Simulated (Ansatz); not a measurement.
# How the geometry moves the gap of RbBr (Fm-3m)

Wanted: the change of the gap of RbBr (Fm-3m) on relaxing cell and ions.

Main program and level: Ansatz 0.2.0; PBE, HSE06 and G0W0, plane waves, PAW.

The database entry behind the starting cell differs from later determinations by our own check (about 0.5 % short), so it need not match the best structure at ambient conditions.

## (1) Starting point

It takes space group Fm-3m (No. 225, cubic). Conventional cell: a = 6.854 Å, b = 6.854 Å, c = 6.854 Å, α = 90.00°, β = 90.00°, γ = 90.00°. Rb has 6 Br at 3.43 Å nearest. Br has 6 Rb at 3.43 Å nearest. Farther neighbours and most contacts between anions are not listed.

As a file:

```cif
data_structure
_symmetry_space_group_name_H-M 'Fm-3m'
_symmetry_Int_Tables_number 225
_cell_length_a 6.8540
_cell_length_b 6.8540
_cell_length_c 6.8540
_cell_angle_alpha 90.000
_cell_angle_beta 90.000
_cell_angle_gamma 90.000
_cell_volume 321.98
loop_
_atom_site_label
_atom_site_type_symbol
_atom_site_symmetry_multiplicity
_atom_site_Wyckoff_symbol
_atom_site_fract_x
_atom_site_fract_y
_atom_site_fract_z
_atom_site_occupancy
Rb1 Rb 4 a 0.00000 0.00000 0.00000 1
Br1 Br 4 b 0.50000 0.00000 0.00000 1
```

The cell and positions come from the Crystallography Open Database and are kept as given unless a step says otherwise.

## (2) PBE bands at the given cell

Levels along a band path, at the cheap level, show where the edges lie and whether the meshes to come will hold them.

This step: DFT, PBE, plane waves, PAW; PAW set soft_1.

input.yaml

```yaml
crystal:
  lattice:
    - [0.0, 3.427, 3.427]
    - [3.427, 0.0, 3.427]
    - [3.427, 3.427, 0.0]
  atoms:
    - { symbol: Rb, position: [0.0, 0.0, 0.0] }
    - { symbol: Br, position: [0.5, 0.5, 0.5] }
kpoints:
  mp_grid: { grid: [6, 6, 6] }
  band_path:
    path:
      - [[0.0, 0.0, 0.0], [0.5, 0.0, 0.5], [0.625, 0.25, 0.625]]
      - [[0.375, 0.375, 0.75], [0.0, 0.0, 0.0], [0.5, 0.5, 0.5], [0.5, 0.25, 0.75], [0.5, 0.0, 0.5]]
    npoints: 10
hamiltonian:
  xc: pbe
  pseudopotentials: { kind: paw, azcp: { folder: soft_1 } }
scf:
  occupations: { method: fermi_dirac, width: 0.02 }
  n_extra_bands: 4
output:
  eigenvalues: true
```

Command:

```sh
$ ansatz run input.yaml --threads 24 --pin off --max-ram 82944MiB --backend cuda --events-out ev --progress --plain --runs-dir out --devices 1 --max-vram 78GiB
```

Numbers of over 12 decimals in the logs are rounded to 6 here.

Output:

```text
scf.n_extra_bands = 4 over 8 filled bands (N_el = 16.0): the run solves 12 bands
GPUs: using 1 of 1 available (devices: 1).
Engine: ansatz 0.2.0, aarch64-unknown-linux-gnu
Pseudopotentials: kind: paw
Pseudopotential: Rb, paw, valence charge 9, recommended cutoff 420 eV (normal), soft_1/Rb.paw.azcp
Pseudopotential: Br, paw, valence charge 7, recommended cutoff 420 eV (normal), soft_1/Br.paw.azcp
Functional definition: PBE
  parameter kappa = 0.804
  parameter beta = 0.066725
  exchange = pbe_x(kappa = kappa, mu = beta*pi^2/3)
  correlation = pbe_c(beta = beta)
device memory: the entry about to start is reckoned to put 0.8 GiB on a device that reports 182.5 GiB free (of which the cap on the GPU budget leaves the run 78.0 GiB)
GPU FFT provider: cuFFT
GPU libraries: cuBLAS 13.8.1, cuFFT 12.4.0, cuSOLVER 12.3.2
GPU matrix products: emulated (plane waves: as basis.precision tells), large ones in fixed point in workspaces of 1.00 GiB
Crystal: 2 atoms, lattice volume = 80.496 Å³
Basis set: ecut = 420 eV, 1591 PW (Γ)
Bands: 12, of which v1, the nominal top of the filled ones, is band 8 counted from 1 (7 counted from 0)
Symmetry: 48 space group operations
Space group: Fm-3m (ITA 225), of the structure as read, at distance tolerance 4.3e-5 Å
k-points: 16 of 216
Non-local potential: Rb, projectors of the file, l = 0: 3, l = 1: 2, l = 2: 2
Non-local potential: Br, projectors of the file, l = 0: 2, l = 1: 2, l = 2: 2
PAW form: soft (Blöchl's): semilocal exchange-correlation on the pseudo side does not see the compensation charge
PAW one-centre angular grid: Rb, 110 points (default); XC on 64 Gauss nodes
PAW one-centre angular grid: Br, 110 points (default); XC on 64 Gauss nodes
Initial density: superposition of atomic densities (chi_scale 0.1, normalization cell, long waves kept (reshape's long-wave potential 0.00 eV rms))
Initial wavefunctions: pseudopotential atomic-orbital guess
GPU buffer pool allocated for 46656 grid points (all kernels)
GPU transforms: local potential and band sums: pruned to the plane-wave sphere, on 36×36×36
Functional: x = pbe(κ = 0.804, μ = 0.219515), c = pbe(β = 0.066725)
SCF iter   1: F=—  HF=-6054.613811 eV  |F-HF|=—  |Δ(HF+E_count)|=         —  Δρ=2.89e-2  dr2=1.32e0  ethr=3.10e-3  ⟨swp⟩=6.9  Hψ=1306  notcnv=0
preconditioner: auto → none  [insulator: Δε(μ)=3.322 eV  Ē_g=13.279 eV  σ=0.020 eV  W_gap=1.00  n_scr=14 (ndim 8)  ℏωp=15.5 eV  f_vac=0.000  D(μ)=0.00/eV (n_scr^D=0)  ε∞_Penn≈2.4]
SCF iter   2: F=—  HF=-6054.081723 eV  |F-HF|=—  |Δ(HF+E_count)|=   5.32e-1  Δρ=7.45e-3  dr2=7.22e-2  ethr=3.10e-3  ⟨swp⟩=3.0  Hψ=570  notcnv=0
SCF iter   3: F=—  HF=-6054.077538 eV  |F-HF|=—  |Δ(HF+E_count)|=   4.18e-3  Δρ=3.38e-3  dr2=9.97e-3  ethr=4.51e-4  ⟨swp⟩=2.0  Hψ=304  notcnv=0
SCF iter   4: F=—  HF=-6054.083604 eV  |F-HF|=—  |Δ(HF+E_count)|=   6.07e-3  Δρ=9.30e-4  dr2=1.00e-3  ethr=6.23e-5  ⟨swp⟩=2.8  Hψ=321  notcnv=0
SCF iter   5: F=—  HF=-6054.084544 eV  |F-HF|=—  |Δ(HF+E_count)|=   9.40e-4  Δρ=1.11e-4  dr2=1.32e-5  ethr=6.28e-6  ⟨swp⟩=2.3  Hψ=368  notcnv=0
SCF iter   6: F=—  HF=-6054.084604 eV  |F-HF|=—  |Δ(HF+E_count)|=   6.01e-5  Δρ=1.23e-5  dr2=1.88e-7  ethr=8.25e-8  ⟨swp⟩=2.0  Hψ=350  notcnv=0
SCF iter   7: F=-6054.084604 eV  HF=-6054.084604 eV  |F-HF|=6.67e-10  |Δ(HF+E_count)|=   4.47e-8  Δρ=1.42e-6  dr2=2.44e-9  ethr=6.25e-10  ⟨swp⟩=5.4  Hψ=786  notcnv=0
SCF 1 converged in 7 iterations: F = -6054.084604 eV  dr2 = 2.44e-9
[...]
device memory: the entry about to start is reckoned to put 1.1 GiB on a device that reports 182.4 GiB free (of which the cap on the GPU budget leaves the run 78.0 GiB)
NSCF: frozen V_eff on 62 k-points, pencils in batches of 32, up to order 56
SCF converged after 7 iterations
Free energy (F): -6054.084604 eV
Harris-Foulkes:  -6054.084604 eV  (|F-HF|=6.67e-10)
Internal energy: -6054.084604 eV  (E = F + TS)
E sigma→0 (E₀):  -6054.084604 eV
Fermi energy:    3.441814 eV
--- Per-component energies (eV) ---
  E_band       = -106.747932
  E_kinetic    = 313.997497
  E_local      = -782.292838  (includes V_loc(G=0)·N_el)
  E_nonlocal   = 238.889052
  E_hartree    = 203.875016
  E_xc         = -322.287878
  E_vxc        = -239.746492  (∫ρ·V_xc dr)
  E_paw        = -4935.925987  (= ΣΔE_a)
  E_vpaw       = -45.345463  (= ΣTr[D̂ρ^β])
  E_aug_tail   = -0.000018  (compensation charges beyond the density's cutoff)
  E_ewald      = -770.339449
  E_smearing   = -0.000000  (= −TS)
  E_closure    = 0.000000  (closes the sum)
  Σ components = -6054.084604   (vs F -6054.084604, Δ=0.00e0)
--- Band table (eV; the first three rows and the last of 16) ---
  k-point 0: bands = [... 4 lower, -7.2438, 1.2458, 1.2458, 1.2458, 5.6103, 8.5285, 8.5285, 8.5285]
  k-point 1: bands = [... 4 lower, -7.2317, 0.9423, 1.1514, 1.1514, 6.2505, 8.3946, 8.8561, 8.8561]
  k-point 2: bands = [... 4 lower, -7.2078, 0.4610, 0.9747, 0.9747, 7.4980, 8.5512, 9.7688, 9.7688]
  k-point 15: bands = [... 4 lower, -7.2480, 0.8302, 0.8340, 0.9835, 7.5578, 9.1163, 9.2310, 10.1919]
```

The job ended after 2 s (1 × NVIDIA GB200 (shared by 2 runs) with 24 threads of Arm Neoverse V2, shared host; peak memory 0.97 GiB; 1.9 s of CPU time).

Numbers from this step:

| Item | Value |
| --- | --- |
| filled bands | 8 |
| gap | 4.364 eV |
| valence top at | Γ |
| conduction bottom at | Γ |
| least direct gap | 4.364 eV |

The gap is direct, at Γ.

## (3) The relaxed cell

Cell and ions were relaxed with PBE; that run is not shown. It left this cell:

It takes space group Fm-3m (No. 225, cubic). Conventional cell: a = 7.017 Å, b = 7.017 Å, c = 7.017 Å, α = 90.00°, β = 90.00°, γ = 90.00°. Nearest to Rb lie 6 Br at 3.51 Å. Br has 6 Rb at 3.51 Å nearest. Farther neighbours and most contacts between anions are not listed.

## (4) PBE at the relaxed cell

The cell differs from the one that the last finished run ended in (a 4.847 → 4.962 Å, b 4.847 → 4.962 Å, c 4.847 → 4.962 Å).

Changes to input.yaml since step 2:

```diff
@@ -2,5 +2,5 @@
   lattice:
-    - [0.0, 3.427, 3.427]
-    - [3.427, 0.0, 3.427]
-    - [3.427, 3.427, 0.0]
+    - [0.0, 3.5085151884, 3.5085151884]
+    - [3.5085151884, 0.0, 3.5085151884]
+    - [3.5085151884, 3.5085151884, 0.0]
   atoms:
```

Output:

```text
[...]
GPUs: using 1 of 1 available (devices: 1).
[...]
GPU FFT provider: cuFFT
GPU libraries: cuBLAS 13.8.1, cuFFT 12.4.0, cuSOLVER 12.3.2
[...]
Crystal: 2 atoms, lattice volume = 86.377 Å³
Basis set: ecut = 420 eV, 1687 PW (Γ)
Bands: 12, of which v1, the nominal top of the filled ones, is band 8 counted from 1 (7 counted from 0)
[... 1 set-up line as in the run before ...]
[...]
E sigma→0 (E₀):  -6054.101856 eV
Fermi energy:    2.899384 eV
[...]
--- Band table (eV; the first three rows and the last of 16) ---
  k-point 0: bands = [... 4 lower, -7.8491, 0.7891, 0.7891, 0.7891, 4.9801, 8.0435, 8.0435, 8.0435]
  k-point 1: bands = [... 4 lower, -7.8415, 0.5225, 0.7109, 0.7109, 5.5740, 7.8994, 8.3486, 8.3486]
  k-point 2: bands = [... 4 lower, -7.8263, 0.0961, 0.5633, 0.5633, 6.7913, 7.9629, 9.1955, 9.1955]
  k-point 15: bands = [... 4 lower, -7.8544, 0.3943, 0.4291, 0.5407, 7.0962, 8.3584, 8.5967, 9.4510]
[key lines of the parts left out:]
SCF converged after 7 iterations
Free energy (F): -6054.101856 eV
```

Run time: 1.7 s. Hardware: 1 × NVIDIA GB200 (shared by 2 runs) with 24 threads; peak memory 1 GiB.

This step gave:

- gap: 4.191 eV
- valence top at: Γ
- conduction bottom at: Γ
- least direct gap: 4.191 eV

The gap is direct, at Γ.

## (5) HSE06 at the relaxed cell

The screened hybrid is the usual rung above semilocal functionals: a quarter of exact exchange, cut off beyond a few ångström.

This step: DFT, HSE06, plane waves, PAW; PAW set soft_1.

input.yaml, the sections that differ from step 4:

```yaml
kpoints:
  mp_grid: { grid: [4, 4, 4] }
  band_path:
    path:
      - [0.0, 0.0, 0.0]
      - [0.5, 0.0, 0.5]
      - [0.625, 0.25, 0.625]
      - [0.375, 0.375, 0.75]
      - [0.5, 0.5, 0.5]
      - [0.5, 0.25, 0.75]
    npoints: 1
hamiltonian:
  xc: hse06
  pseudopotentials: { kind: paw, azcp: { folder: soft_1 } }
scf:
  occupations: { method: fixed }
  n_extra_bands: 4
# crystal, output: as in step 4
```

Output:

```text
[...]
GPUs: using 1 of 1 available (devices: 1).
[...]
davidson cushion auto → on  (no smearing: the cushion is to keep the highest requested band from converging to the state above it; pin scf.eigensolver.cushion to override)
[...]
GPU FFT provider: cuFFT
GPU libraries: cuBLAS 13.8.1, cuFFT 12.4.0, cuSOLVER 12.3.2
[...]
Crystal: 2 atoms, lattice volume = 86.377 Å³
Basis set: ecut = 420 eV, 1687 PW (Γ)
[...]
Internal energy: -6058.591852 eV  (E = F + TS)
E sigma→0 (E₀):  -6058.591852 eV
Fermi energy:    -0.066080 eV
[...]
--- Band table (eV; the first three rows and the last of 8) ---
  k-point 0: bands = [... 4 lower, -9.2378, -0.0661, -0.0661, -0.0661, 5.2660, 8.4297, 8.4297, 8.4297]
  k-point 1: bands = [... 4 lower, -9.2166, -0.5643, -0.2241, -0.2241, 6.4723, 8.2108, 9.1336, 9.1336]
  k-point 2: bands = [... 4 lower, -9.1956, -0.9658, -0.3722, -0.3722, 7.6942, 8.6346, 10.6020, 10.6020]
  k-point 7: bands = [... 4 lower, -9.2209, -0.5071, -0.4107, -0.4107, 8.1135, 8.1135, 9.2010, 9.6322]
[key lines of the parts left out:]
Free energy (F): -6058.591852 eV
```

The job ended after 4.3 s (1 × NVIDIA GB200 (shared by 2 runs) with 24 threads; peak memory 1.1 GiB).

This step gave:

```yaml
gap: 5.332 eV
valence_top_at: Γ
conduction_bottom_at: Γ
least_direct_gap: 5.332 eV
```

The gap stands +1.14 eV against PBE.

## (6) G0W0 at the relaxed cell

G0W0 replaces the xc potential by the self-energy, built once from these orbitals. Only a window of levels is corrected, while the sums run over the empty bands that the input names. This step takes PAW set soft_1 files.

This step: G0W0 on PBE, plane waves, PAW; PAW set soft_1.

input.yaml

```yaml
crystal:
  lattice:
    - [0.0, 3.5085151884, 3.5085151884]
    - [3.5085151884, 0.0, 3.5085151884]
    - [3.5085151884, 3.5085151884, 0.0]
  atoms:
    - { symbol: Rb, position: [0.0, 0.0, 0.0] }
    - { symbol: Br, position: [0.5, 0.5, 0.5] }
kpoints:
  mp_grid: { grid: [4, 4, 4] }
hamiltonian:
  xc: pbe
  pseudopotentials: { kind: paw, azcp: { folder: soft_1 } }
scf:
  occupations: { method: fixed }
gw:
  n_empty_bands: 257
  ecut_chi: 120
  qp_bands: [v2, c2]
  qp_kpoints: band_edges
  screening: { model: contour_deformation }
```

Output:

```text
GPUs: using 1 of 1 available (devices: 1).
[...]
GPU FFT provider: cuFFT
GPU libraries: cuBLAS 13.8.1, cuFFT 12.4.0, cuSOLVER 12.3.2
[...]
Crystal: 2 atoms, lattice volume = 86.377 Å³
Basis set: ecut = 420 eV, 1687 PW (Γ)
Bands: 12, of which v1, the nominal top of the filled ones, is band 8 counted from 1 (7 counted from 0)
[... 1 set-up line as in the run before ...]
[...]
k-points: 8 of 64
[...]
1    10      7.8721    -3.6441    -3.0381    -7.4987  0.8520     8.6958     8.6886  root
[...]
7     7      0.4615   -18.7177     2.0861   -14.6840  0.7998    -1.5478    -1.4861  root
     7     8      0.4615   -18.7177     2.0861   -14.6840  0.7998    -1.5478    -1.4861  root
     7     9      7.7924    -3.7268    -3.0098    -7.4976  0.8509     8.5599     8.5535  root
     7    10      7.7924    -3.7268    -3.0098    -7.4976  0.8509     8.5599     8.5535  root
[key lines of the parts left out:]
SCF converged after 7 iterations
Free energy (F): -6054.101677 eV
Fermi energy:    0.789447 eV
```

It took 2.7 s on 1 × NVIDIA GB200 (shared by 2 runs) with 24 threads; peak memory 1.2 GiB.

Numbers from this step:

* bands summed: 265
* RPA ε∞ on this mesh (eigenvalues): 2.277, 2.277, 2.277
* plane waves in the screening matrix: 259
* G0W0 gap on the mesh: 6.652 eV
* k of the valence top: 0, 0, 0
* k of the conduction bottom: 0, 0, 0
* starting gap on the mesh: 4.191 eV
* least direct G0W0 gap on the computed points: 6.652 eV

The gap on the mesh goes from 4.19 eV to 6.65 eV, a correction of +2.46 eV. Between the two edge states, bare exchange in place of the xc potential would open the gap by 7.33 eV, and correlation takes back 4.87 eV.

## (7) G0W0 at the given cell

input.yaml, the sections that differ from step 6:

```yaml
crystal:
  lattice:
    - [0.0, 3.427, 3.427]
    - [3.427, 0.0, 3.427]
    - [3.427, 3.427, 0.0]
  atoms:
    - { symbol: Rb, position: [0.0, 0.0, 0.0] }
    - { symbol: Br, position: [0.5, 0.5, 0.5] }
gw:
  n_empty_bands: 240
  ecut_chi: 120
  qp_bands: [v2, c2]
  qp_kpoints: band_edges
  screening: { model: contour_deformation }
# kpoints, hamiltonian, scf: as in step 6
```

Output:

```text
GPUs: using 1 of 1 available (devices: 1).
[...]
GPU FFT provider: cuFFT
GPU libraries: cuBLAS 13.8.1, cuFFT 12.4.0, cuSOLVER 12.3.2
[...]
Crystal: 2 atoms, lattice volume = 80.496 Å³
Basis set: ecut = 420 eV, 1591 PW (Γ)
Bands: 12, of which v1, the nominal top of the filled ones, is band 8 counted from 1 (7 counted from 0)
[... 1 set-up line as in the run before ...]
[...]
k-points: 8 of 64
[...]
1    10      8.3956    -3.8680    -3.1407    -7.8106  0.8512     9.2040     9.1974  root
[...]
7     7      0.8994   -18.8953     2.1056   -14.8662  0.8026    -1.0792    -1.0242  root
     7     8      0.8994   -18.8953     2.1056   -14.8662  0.8026    -1.0792    -1.0242  root
     7     9      8.3289    -3.9026    -3.1149    -7.7698  0.8504     9.0871     9.0812  root
     7    10      8.3289    -3.9026    -3.1149    -7.7698  0.8504     9.0871     9.0812  root
[key lines of the parts left out:]
SCF converged after 7 iterations
Free energy (F): -6054.084361 eV
Fermi energy:    1.246185 eV
```

It took 2.6 s on 1 × NVIDIA GB200 (shared by 2 runs) with 24 threads; peak memory 1.2 GiB; 6.5 s of CPU time.

This step gave:

| Item | Value |
| --- | --- |
| bands summed | 248 |
| RPA ε∞ on this mesh (eigenvalues) | 2.359, 2.359, 2.359 |
| plane waves in the screening matrix | 259 |
| G0W0 gap on the mesh | 6.789 eV |
| k of the valence top | 0, 0, 0 |
| k of the conduction bottom | 0, 0, 0 |
| starting gap on the mesh | 4.364 eV |
| least direct G0W0 gap on the computed points | 6.789 eV |

The gap on the mesh goes from 4.36 eV to 6.79 eV, a correction of +2.42 eV. Between the two edge states, bare exchange in place of the xc potential would open the gap by 7.42 eV, and correlation takes back 5.00 eV.

## (8) Together

G0W0 rows are gaps on the mesh, lowered by the amount that the mesh misses the start's edges, a rough step that assumes the same correction there.

```tsv
level	given cell (eV)	relaxed cell (eV)	change (eV)
PBE	4.36	4.19	−0.17
HSE06	-	5.33	-
G0W0@PBE	6.79	6.65	−0.14
```

## (9) Outcome

| Property | Result |
| --- | --- |
| volume change | +7.3 % |
| PBE, given cell | 4.36 eV |
| PBE, relaxed cell | 4.19 eV |
| HSE06, relaxed cell | 5.33 eV |
| G0W0@PBE, relaxed cell | 6.65 eV |
| G0W0@PBE, given cell | 6.79 eV |
| known limits | not at the basis limit; no spin-orbit coupling |

**Reading.** Relaxation changes the volume by +7.3 % and the gap by −0.17 eV (PBE) and −0.14 eV (G0W0@PBE). Bands and cutoff are finite, so the gap is not at the basis limit. The miss can reach some tenths of an eV and take either sign; the mesh is an error of its own. The many-body steps are scalar-relativistic: spin-orbit coupling is not in them.

[Paths, hosts, dates, memory and timing lines, banners, echoed tables and standing remarks are left out of the program output.]

[Logs are printed without paths, hosts, clocks, repeated set-up lines and the standing remarks that a program may print on its own settings, such as how far it seeks lower states.]

[Runs of the session that timed out or met a known fault of the program may be left out.]

[Cells called generated may have been cut or substituted from an entry of the Crystallography Open Database or the Materials Project.]

[Hosts, paths, dates, database ids (printed as entryN), source tags and the programs' standing remarks are cut or masked in the printed files.]
